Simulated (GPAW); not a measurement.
Crystal: SiC.

```xyz
8
Lattice="3.0757 0.0000 0.0000 -1.5378 2.6636 0.0000 0.0000 0.0000 10.0706" Properties=species:S:1:pos:R:3 pbc="T T T"
Si    0.0000    0.0000    1.8922
Si    0.0000    0.0000    6.9275
Si    0.0000    1.7758    4.4094
Si    1.5378    0.8879    9.4447
C     0.0000    0.0000    0.0046
C     0.0000    0.0000    5.0400
C     0.0000    1.7758    2.5157
C     1.5378    0.8879    7.5510
```

The cell is a database's computed one.

Base run:

```yaml
Program: GPAW 26.7.0
Functional: PBE
Potentials_or_basis: PAW data sets generated in the run's folder for this functional
Cutoff: 800 eV
Basis: pw
k_mesh: 6 × 6 × 2
Occupations: fermi-dirac, width 0.05 eV
Spin: no spin polarisation
```

Its results: band gap on the k mesh 2.22 eV, indirect (least direct gap 3.34 eV); pressure 5.2 GPa.

Q: After a change of settings the same cell gave: band gap on the k mesh 2.29 eV, indirect (least direct gap 3.42 eV); pressure 6.3 GPa. Which change was it?
A. functional from PBE to PW91; band points from 80 to 60
B. functional from PBE to LDA; band points from 80 to 100
C. potentials or basis from PAW data sets generated in the run's folder for this functional to GPAW PAW data sets (gpaw-data 1.2.1); k mesh from 6 × 6 × 2 to 10 × 10 × 3
D. functional from PBE to BP86

A: D.

Not every run made on this cell is shown here.
